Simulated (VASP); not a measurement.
# TiH5 in VASP: further runs

Runs on TiH5. Level: PBE. Tasks: single point.

All numbers are computed with VASP 6.6.1; they aren't measurements. Logs are shortened: lines on timing, memory, paths and dates and some standing lists are left out, and cuts for length are marked.

## 1. Starting point

The cell holds a sheet with vacuum, 6 atoms: a = 3.058 Å, b = 3.058 Å, c = 30.887 Å, α = 90.00°, β = 90.00°, γ = 120.00°.

The cell was built by a generator and needn't be a form met in nature.

## 2. Single point, PBE

The input, INCAR:

```
ALGO     = Normal         # electronic algorithm
DIPOL    = 0.5 0.5 0.275
EDIFF    = 1E-6           # SCF threshold, eV
ENCUT    = 520            # plane-wave cutoff, eV
GGA      = PE             # functional
IDIPOL   = 3            
ISIF     = 2              # what is computed and relaxed
ISMEAR   = 0              # smearing method
LASPH    = True           # aspherical terms in the spheres
LCHARG   = False          # write CHGCAR
LDIPOL   = True         
LREAL    = False          # projectors in reciprocal space
LWAVE    = False          # write WAVECAR
NBANDS   = 18             # bands
NELM     = 100            # most SCF steps
PREC     = Accurate       # precision mode
SIGMA    = 0.1            # smearing width, eV
```

The input, KPOINTS:

```
k-points
0
Gamma
  12 12 1
```

The input, POSCAR:

```
TiH5
1.0
    3.0575375096      0.0000002617      0.0000000000
   -1.5287689815      2.6479050255      0.0000000000
    0.0000000000      0.0000000000     30.8867567930
Ti H
1 5
Direct
    0.6666666667      0.3333333333      0.2751988516
    0.3333333333      0.6666666667      0.3100504921
    0.3333333333      0.6666666667      0.2403472112
    0.6666666667      0.3333333333      0.2178026008
    0.6666666667      0.3333333333      0.3325951024
    0.0000000000      0.0000000000      0.2751988516
```

Potentials or basis: VASP PAW PBE potentials, release 64 (Ti_sv, H).

On the command line:

```console
> cat potpaw_PBE.64/Ti_sv/POTCAR potpaw_PBE.64/H/POTCAR > POTCAR
> mpirun -np 1 vasp_std > vasp.out
```

OUTCAR:

```text
EDIFF = 1E-6
   ENCUT = 520
   GGA = PE
   ISIF = 2
   ISMEAR = 0
   LASPH = True
   LREAL = False
   NELM = 100
   PREC = Accurate

 ion  position               nearest neighbor table
   1  0.667  0.333  0.275-   6 1.77   6 1.77   6 1.77   5 1.77   4 1.77
   2  0.333  0.667  0.310-
   3  0.333  0.667  0.240-
   4  0.667  0.333  0.218-   1 1.77
   5  0.667  0.333  0.333-   1 1.77
   6  0.000  0.000  0.275-   1 1.77   1 1.77   1 1.77

  LATTYP: Found a hexagonal cell.
 ALAT       =     3.0575375096
 C/A-ratio  =    10.1018406793

  Lattice vectors:

 A1 = (   3.0575375096,   0.0000002617,   0.0000000000)
 A2 = (  -1.5287689815,   2.6479050255,   0.0000000000)
 A3 = (   0.0000000000,   0.0000000000,  30.8867567930)

Analysis of symmetry for initial positions (statically):
=====================================================================
 Subroutine PRICEL returns:
 Original cell was already a primitive cell.

 Routine SETGRP: Setting up the symmetry group for a
 hexagonal supercell.

 Subroutine GETGRP returns: Found 12 space group operations
 (whereof  6 operations were pure point group operations)
 out of a pool of 24 trial point group operations.

The static configuration has the point symmetry C_3v.
 The point group associated with its full space group is D_3h.

Analysis of symmetry for dynamics (positions and initial velocities):
=====================================================================
 Subroutine PRICEL returns:
 Original cell was already a primitive cell.

 Routine SETGRP: Setting up the symmetry group for a
 hexagonal supercell.

 Subroutine GETGRP returns: Found 12 space group operations
 (whereof  6 operations were pure point group operations)
 out of a pool of 24 trial point group operations.

The dynamic configuration has the point symmetry C_3v.
 The point group associated with its full space group is D_3h.

 Subroutine INISYM returns: Found 12 space group operations
 (whereof  6 operations are pure point group operations),
 and found     1 'primitive' translations

----------------------------------------------------------------------------------------

                                     Primitive cell

  volume of cell :     250.0613

  direct lattice vectors                    reciprocal lattice vectors
     3.057537510  0.000000262  0.000000000     0.327060567  0.188828544  0.000000000
    -1.528768982  2.647905026  0.000000000    -0.000000032  0.377657031  0.000000000
     0.000000000  0.000000000 30.886756793     0.000000000  0.000000000  0.032376335

  length of vectors
     3.057537510  3.057537510 30.886756793     0.377657031  0.377657031  0.032376335

  position of ions in fractional coordinates (direct lattice)
     0.666666667  0.333333333  0.275198852
     0.333333333  0.666666667  0.310050492
     0.333333333  0.666666667  0.240347211
     0.666666667  0.333333333  0.217802601
     0.666666667  0.333333333  0.332595102
     0.000000000  0.000000000  0.275198852

  ion indices of the primitive-cell ions
   primitive index   ion index
                 1           1
                 2           2
                 3           3
                 4           4
                 5           5
                 6           6

----------------------------------------------------------------------------------------

 KPOINTS: k-points

Automatic generation of k-mesh.
 Grid dimensions read from file:
 generate k-points for:   12   12    1

 Generating k-lattice:

  Cartesian coordinates                     Fractional coordinates (reciprocal lattice)
     0.027255047  0.015735712  0.000000000     0.083333333 -0.000000000  0.000000000
    -0.000000003  0.031471419  0.000000000     0.000000000  0.083333333  0.000000000
     0.000000000  0.000000000  0.032376335     0.000000000  0.000000000  1.000000000

  Length of vectors
     0.031471419  0.031471419  0.032376335

  Shift w.r.t. Gamma in fractional coordinates (k-lattice)
     0.000000000  0.000000000  0.000000000

 Subroutine IBZKPT returns following result:
 ===========================================

 Found     19 irreducible k-points:

 Following reciprocal coordinates:
            Coordinates               Weight
  0.000000  0.000000  0.000000      1.000000
  0.083333  0.000000  0.000000      6.000000
  0.166667 -0.000000  0.000000      6.000000
  0.250000  0.000000  0.000000      6.000000
  0.333333  0.000000  0.000000      6.000000
  0.416667 -0.000000  0.000000      6.000000
[... 11 lines left out ...]
  0.333333  0.250000  0.000000     12.000000
  0.333333  0.333333  0.000000      2.000000
   k-points           NKPTS =     19   k-points in BZ     NKDIM =     19   number of bands    NBANDS=     18
   number of dos      NEDOS =    301   number of ions     NIONS =      6
   total plane-waves  NPLWV = 138240
   dimension x,y,z NGX =    24 NGY =   24 NGZ =  240
   dimension x,y,z NGXF=    48 NGYF=   48 NGZF=  480
   ions per type =               1   5
   NGX,Y,Z   is equivalent  to a cutoff of  13.05, 13.05, 12.92 a.u.
   NGXF,Y,Z  is equivalent  to a cutoff of  26.10, 26.10, 25.84 a.u.
 SYSTEM =  unknown system
   PREC   = accura    normal or accurate (medium, high low for compatibility)
   ISTART =      0    job   : 0-new  1-cont  2-samecut
   ICHARG =      2    charge: 1-file 2-atom 10-const
   ISPIN  =      1    spin polarized calculation?
   LNONCOLLINEAR =      F non collinear calculations
   LSORBIT =      F    spin-orbit coupling
   LASPH  =      T    aspherical Exc in radial PAW
   ENCUT  =  520.0 eV  38.22 Ry    6.18 a.u.   5.68  5.68 57.43*2*pi/ulx,y,z
   NELM   =    100;   NELMIN=  2; NELMDL= -5     # of ELM steps
   EDIFF  = 0.1E-05   stopping-criterion for ELM
   LREAL  =      F    real-space projection
   EDIFFG = 0.1E-04   stopping-criterion for IOM
   NSW    =      0    number of steps for IOM
   IBRION =     -1    ionic relax: 0-MD 1-quasi-New 2-CG
   NFREE  =      0    steps in history (QN), initial steepest desc. (CG)
   ISIF   =      2    stress and relaxation
   ISYM   =      2    0-nonsym 1-usesym 2-fastsym
   POTIM  = 0.5000    time-step for ionic-motion
   TEBEG  =    0.0;   TEEND  =   0.0 temperature during run
   PSTRESS=    0.0 pullay stress
   NELECT =      17.0000    total number of electrons
   NUPDOWN=      -1.0000    fix difference up-down
   EMIN   =  10.00;   EMAX   =-10.00  energy-range for DOS
   EFERMI =   0.00;   METHOD = LEGACY
   ISMEAR =     0;   SIGMA  =   0.10  broadening in eV -4-tet -1-fermi 0-gaus
   EFERMI_NEDOS =   21; number of points for ismear=-14 and -15
   IALGO  =     38    algorithm
   IMIX   =      4    mixing-type and parameters
     AMIX     =   0.40;   BMIX     =  1.00
     AMIX_MAG =   1.60;   BMIX_MAG =  1.00
  volume/ion in A,a.u.               =      41.68       281.25
  Fermi-wavevector in a.u.,A,eV,Ry     =   0.668153  1.262625  6.074019  0.446428
  Thomas-Fermi vector in A             =   1.742977
   LORBIT       =      0    0 simple, 1 ext, 2 COOP (PROOUT), +10 PAW based schemes
   GGA     = PE    functional components
   LHFCALC =     F    Hartree Fock is set to
   AEXX    =    0.0000 exact exchange contribution
   IVDW    =     0    specifies the selected vdW correction
   LEPSILON=     F    determine dielectric tensor
   LRPA    =     F    only Hartree local field effects (RPA)
 non-spin polarized calculation
 Gauss-broadening in eV      SIGMA  =   0.10
  energy-cutoff  :      520.00
  volume of cell :      250.06
 maximum number of plane-waves:      6765
 NGX is ok and might be reduce to    24
   NGX = 11   NGY = 11   NGZ =115

 dipolmoment           0.000000      0.000000     -0.000004 electrons x Angstroem

 number of electron      16.9999999 magnetization

 dipolmoment           0.000000      0.000000      0.000001 electrons x Angstroem

 Free energy of the ion-electron system (eV)
  ---------------------------------------------------
  ext. energy  EPLUGINS =         0.00000000
  ---------------------------------------------------
  free energy    TOTEN  =       -23.45731099 eV

  energy without entropy =      -23.45225467  energy(sigma->0) =      -23.45478283

 E-fermi :  -4.6596     XC(G=0):  -1.9531

 val. band max:       -4.7711151843   @ k =   0.0833   0.0000   0.0000
 cond. band min:      -4.6236839860   @ k =   0.3333   0.0000   0.0000
 fundamental gap:      0.1474311983
 Fermi energy:        -4.6596255340

 k-point     1 :       0.0000    0.0000    0.0000
  band No.  band energies     occupation
      1     -61.5340      2.00000
      2     -37.6878      2.00000
      3     -37.6569      2.00000
      4     -37.6569      2.00000
      5     -13.7355      2.00000
      6      -9.7961      2.00000
[... 10 lines left out ...]
     17       1.7611      0.00000
     18       1.8342      0.00000

 k-point     2 :       0.0833    0.0000    0.0000
  band No.  band energies     occupation
      1     -61.5305      2.00000
      2     -37.6841      2.00000
      3     -37.6838      2.00000
      4     -37.6624      2.00000
      5     -13.5694      2.00000
      6      -9.7153      2.00000
[... 10 lines left out ...]
     17       1.8965      0.00000
     18       1.9639      0.00000

 k-point     3 :       0.1667   -0.0000    0.0000
  band No.  band energies     occupation
      1     -61.5211      2.00000
      2     -37.7565      2.00000
      3     -37.6774      2.00000
      4     -37.6739      2.00000
      5     -13.0893      2.00000
      6      -9.4789      2.00000
[... 307 lines left out ...]
 k-point    18 :       0.3333    0.2500    0.0000
  band No.  band energies     occupation
      1     -61.4775      2.00000
      2     -37.9754      2.00000
      3     -37.8548      2.00000
      4     -37.6270      2.00000
      5      -9.6766      2.00000
      6      -9.0679      2.00000
[... 10 lines left out ...]
     17       5.1420      0.00000
     18       6.3422      0.00000

 k-point    19 :       0.3333    0.3333    0.0000
  band No.  band energies     occupation
      1     -61.4758      2.00000
      2     -37.9418      2.00000
      3     -37.9045      2.00000
      4     -37.6251      2.00000
      5      -9.5257      2.00000
      6      -8.9943      2.00000
[... 10 lines left out ...]
     17       5.0100      0.00000
     18       5.5221      0.00000

------------------------ aborting loop because EDIFF is reached ----------------------------------------

 vacuum level on the upper side and lower side of the slab       (xc-potential included)        -0.008        -0.008

  FORCE on cell =-STRESS in cart. coord.  units (eV):
  Direction    XX          YY          ZZ          XY          YZ          ZX
  --------------------------------------------------------------------------------------
  -------------------------------------------------------------------------------------
  Total       -0.0483576     -0.0483576     -0.0523827      0.0000000      0.0000000      0.0000000
  in kB       -0.3098338     -0.3098338     -0.3356233      0.0000000      0.0000000      0.0000000
  external PRESSURE =      -0.3184303 kB  Pullay stress =       0.0000000 kB

 VOLUME and BASIS-vectors are now :
 -----------------------------------------------------------------------------
  energy-cutoff  :      520.00
  volume of cell :      250.06
      direct lattice vectors                 reciprocal lattice vectors
     3.057537510  0.000000262  0.000000000     0.327060567  0.188828544  0.000000000
    -1.528768982  2.647905026  0.000000000    -0.000000032  0.377657031  0.000000000
     0.000000000  0.000000000 30.886756793     0.000000000  0.000000000  0.032376335

 POSITION                                       TOTAL-FORCE (eV/Angst)
 -----------------------------------------------------------------------------------
      1.52877      0.88264      8.50000         0.000000     -0.000000     -0.000000
     -0.00000      1.76527      9.57645         0.000000      0.000000     -0.000606
     -0.00000      1.76527      7.42355         0.000000      0.000000      0.000606
      1.52877      0.88264      6.72722         0.000000      0.000000     -0.003000
      1.52877      0.88264     10.27278         0.000000      0.000000      0.003000
      0.00000      0.00000      8.50000        -0.000000      0.000000     -0.000000
 -----------------------------------------------------------------------------------
    total drift:                               -0.000000      0.000000      0.000052

  FREE ENERGIE OF THE ION-ELECTRON SYSTEM (eV)
  ---------------------------------------------------
  free  energy   TOTEN  =       -23.4573109920 eV

  energy  without entropy=      -23.4522546730  energy(sigma->0) =      -23.45478283

 vacuum level on the upper side and lower side of the slab         1.351         1.351
```

Wall time 99 s (1 thread of AMD EPYC 9R45 (Zen 5), shared host); peak memory 0.36 GiB.

Results:

* Free energy: -23.4573 eV
* Band gap on the k mesh: none (metal or under the smearing width)

Forces on the atoms (eV/Å):
```
Ti   0.000  0.000  0.000
H    0.000  0.000 -0.001
H    0.000  0.000  0.001
H    0.000  0.000 -0.003
H    0.000  0.000  0.003
H    0.000  0.000  0.000
```

## 3. Single point, PBE

This run uses another cell than the first one, of 39.91 Å³/atom, 0.958 times its volume.

The input, INCAR:

```
PREC = Accurate
ENCUT = 520
EDIFF = 1E-7
ISMEAR = 0
SIGMA = 0.1
LREAL = False
LASPH = True
NELM = 100
ALGO = Fast
ISIF = 2
LWAVE = False
LCHARG = False
LDIPOL = True
IDIPOL = 3
DIPOL = 0.5 0.5 0.287
GGA = PE
NBANDS = 18
```

The input, KPOINTS:

```
Automatic mesh
0
Gamma
  12 12 1
```

The input, POSCAR:

```
TiH5
1.0
    3.0572321011      0.0000002617      0.0000000000
   -1.5286162772      2.6476405339      0.0000000000
    0.0000000000      0.0000000000     29.5853040000
Ti H
1 5
Direct
    0.6666666667      0.3333333333      0.2873048051
    0.3333333333      0.6666666667      0.3239394362
    0.3333333333      0.6666666667      0.2506701740
    0.6666666667      0.3333333333      0.2274207087
    0.6666666667      0.3333333333      0.3471889016
    0.0000000000      0.0000000000      0.2873048051
```

Potentials or basis: VASP PAW PBE potentials, release 64 (Ti_sv, H).

On the command line:

```console
> cat potpaw_PBE.64/Ti_sv/POTCAR potpaw_PBE.64/H/POTCAR > POTCAR
> mpirun -np 1 vasp_std > vasp.out
```

Wall time 2.2 min (1 thread of AMD EPYC 9R45 (Zen 5), shared host); peak memory 0.36 GiB.

Results (log left out):

| Quantity | Value |
| --- | --- |
| Free energy | -23.4571 eV |
| Largest force | 0.026 eV/Å |
| Band gap on the k mesh | none (metal or under the smearing width) |

Forces in eV/Å, atoms in the order of the input:
```
Ti   0.000  0.000  0.000
H    0.000  0.000 -0.026
H    0.000  0.000  0.026
H    0.000  0.000 -0.017
H    0.000  0.000  0.017
H    0.000  0.000  0.000
```

Levels at points of the mesh, in eV from the Fermi level:
| k point | band 5 | band 6 | band 7 | band 8 | band 9 | band 10 | band 11 | band 12 |
| --- | --- | --- | --- | --- | --- | --- | --- | --- |
| (0.00, 0.00, 0.00) | -9.06 | -5.16 | -3.93 | 0.42 | 0.42 | 2.22 | 2.22 | 3.36 |
| (0.50, 0.00, 0.00) | -5.36 | -4.60 | -3.34 | -2.28 | -0.72 | 1.73 | 2.80 | 4.14 |
